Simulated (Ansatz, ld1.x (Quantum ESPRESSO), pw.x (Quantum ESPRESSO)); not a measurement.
**From atom to crystal: TM potential for ruthenium**

ruthenium, norm-conserving Troullier–Martins (Kleinman–Bylander form), made with ld1.x (Quantum ESPRESSO) 7.5 (PBEsol, scalar-relativistic). Core [Kr], reference 4d5 5s0 5p0 (charge +3). Waves: 5s (bound, empty): rc 2.20 bohr; 4d (bound): rc 1.40 bohr; 4f channel at -0.2 Ry: rc 2.40 bohr; 5p (bound, empty): rc 2.70 bohr. Local part: the p channel. Core correction: Bessel-smoothed model core inside 0.70 bohr.

Crystal test: fcc Ru in pw.x 7.5, no spin, 15³ k-points, Fermi–Dirac smearing 0.01 Ry, cutoffs 85/340 Ry. The reference is all-electron LAPW (Ansatz 0.2.0) with the same functional, mesh and smearing; V0 and B0 come from Birch–Murnaghan fits to the pressures at five volumes. Errors are pseudo minus all-electron; Δ is the rms difference of the E(V) curves that follow from these fits, minima aligned, over ±6 % about the mean V0. Mesh and smearing are coarse, so the numbers serve the comparison and aren't converged zero-temperature values; the lattice is a test structure that the element need not adopt.

All-electron: a0 = 3.770 Å (V0 = 13.40 Å³/atom), B0 = 338.1 GPa.

Task: How far does the potential miss the all-electron equation of state?

Result: mean pressure error (GPa): +27.40. The pressure does not cross zero within the volumes sampled, so no fit is given. The largest radius (2.70 bohr) exceeds half the bond length (2.52 bohr), so the spheres overlap, which is one possible source of error among others. This is a poor potential for the solid.

| V (Å³/atom) | P all-electron (GPa) | P pseudo (GPa) |
| --- | --- | --- |
| 12.682 | 21.13 | 54.33 |
| 13.016 | 10.45 | 40.41 |
| 13.350 | 1.19 | 28.30 |
| 13.684 | -6.81 | 17.68 |
| 14.018 | -13.74 | 8.48 |

Task: At the middle volume, how do free energy and pressure move when the wave cutoff is lowered (ecutrho kept at four times it)?

Result:

| cutoff (Ry) | shift of F (meV/atom) | shift of P (GPa) |
| --- | --- | --- |
| 38 | +2372.9 | -121.74 |
| 51 | +219.0 | -14.56 |
| 68 | +3.9 | -1.96 |

The run at the middle volume (120 k-points, 9 iterations) took about 21 s on one core of a shared host (Neoverse-V1, 32 threads, 247 GiB, load 19).
